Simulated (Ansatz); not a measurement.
SrF2 (Fm-3m), PBEsol, rigid bands (Ansatz, a program for electronic structure): N_v = 1.01e21 cm⁻³ at 300 K and a hole conductivity mass of 2.82 mₑ.

Q: For 1e17 holes per cm³ at 300 K, place the Fermi level, estimate the Seebeck coefficient of a parabolic band with constant τ, and give mobility and conductivity for τ = 5 fs.

A: The level lies k_BT ln(N_v/p) = 0.238 eV above the valence-band maximum. S ≈ +(k_B/e)[ln(N_v/p) + 5/2] = 1010 μV/K, against 1049 μV/K from the full bands (mean over directions). μ = eτ/m = 3.12 cm²/(V·s) and σ = peμ = 0.0500 S/cm. τ is assumed, not computed.

Band transport and this doping are assumed; polarons and phonon drag are left out. Spin-orbit coupling is left out; where it splits the top of the valence band, N_v and the p-type Seebeck coefficient come out somewhat high without it.
